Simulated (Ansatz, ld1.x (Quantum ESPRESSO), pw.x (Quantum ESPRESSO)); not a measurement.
**tantalum: one change to the ultrasoft potential, in the atom and in the fcc crystal**

```
Element                 : tantalum (Ta)
Generator               : ld1.x (Quantum ESPRESSO) 7.5
Type                    : ultrasoft
Functional              : PBE
Relativity              : scalar-relativistic
Frozen core             : [Kr] 4d10 4f14
Valence charge          : 13
Reference configuration : 5s2 5p6 5d3 6s2 6p0
Partial waves           : 5s (bound): rcut 1.40, rcutus 1.45 bohr; 6s (bound): rcut 1.40, rcutus 1.45 bohr; 5p (bound): rcut 2.15, rcutus 2.70 bohr; 6p (bound, empty): rcut 2.15, rcutus 2.70 bohr; 5d (bound): rcut 2.10, rcutus 2.75 bohr; 5d channel at 1.95 Ry: rcut 2.10, rcutus 2.75 bohr
Local potential         : all-electron potential smoothed inside 1.25 bohr (lloc = -1)
Core correction         : none
Augmentation charge     : PSQ, inside the norm-conserving radii
```

Change: all radii scaled by about 1.12 (s 1.62, p 3.04, d 3.08 bohr, rcut 1.58/2.42/2.36); local potential all-electron potential smoothed inside 1.40 bohr (lloc = -1).

Cutoffs, loose and tight: the cutoffs (Ry, on a coarse ladder) from which the occupation-weighted sum of valence levels, in a spherical-Bessel basis at the reference potential, stays within 10 and 1 mRy of its value at 400 Ry. They do not see the model core or the augmentation charge, which bear on the density cutoff. Test errors are all-electron minus pseudo excitation energies from the reference, over the configurations 5s2 5p6 5d3 6s1 6p0; 5s2 5p6 5d3 6s0 6p0; 5s2 5p6 5d2 6s0 6p0; 5s2 5p6 5d4 6s1 6p0; 5s2 5p6 5d1 6s0 6p0; 5s2 5p6 5d3 6s1.5 6p0; 5s2 5p6 5d3 6s0 6p1; variants that change the core or the reference have their own tests.

Crystal test: fcc Ta in pw.x 7.5, no spin, 13³ k-points, Fermi–Dirac smearing 0.01 Ry, cutoffs set for each file from its atomic test. The reference is all-electron LAPW (Ansatz 0.2.0) with the same functional, mesh and smearing; V0 and B0 come from Birch–Murnaghan fits to the pressures at five volumes. Errors are pseudo minus all-electron; Δ is the rms difference of the E(V) curves that follow from these fits, minima aligned, over ±6 % about the mean V0. Mesh and smearing are coarse, so the numbers serve the comparison and aren't converged zero-temperature values; the lattice is a test structure that the element need not adopt.

All-electron: a0 = 4.224 Å (V0 = 18.84 Å³/atom), B0 = 188.4 GPa.

Q: Does the change bring the crystal closer to the all-electron result?

A: The mean pressure error goes from -0.81 to -4.63 GPa, so the change moves the solid further from the all-electron pressures. The B0 error goes the other way, from +1.5 to +0.1 %.

| quantity | base | changed |
| --- | --- | --- |
| outcome (atom) | generated | generated |
| cutoff, loose (atom) | 21 Ry | 21 Ry |
| cutoff, tight (atom) | 35 Ry | 35 Ry |
| bound ghosts (atom) | none | none |
| largest test error (meV) (atom) | +40 | +52 over the solved tests; 1 of 7 tests not solved or not reliable |
| cutoffs in pw.x (Ry) | 45/360 | 45/360 |
| a0 (Å) | 4.218 | 4.188 |
| a0 error (%) | -0.14 | -0.86 |
| B0 error (%) | +1.5 | +0.1 |
| Δ (meV/atom) | 3.3 | 19.9 |
| mean pressure error (GPa) | -0.81 | -4.63 |

Changed file: The largest radius (3.08 bohr) exceeds half the bond length (2.83 bohr), so the spheres overlap, which is one possible source of error among others. This is a poor potential for the solid. Atomic configuration tests: 1 of 7 tests not solved or not reliable. The atomic cutoffs weigh occupied waves only.
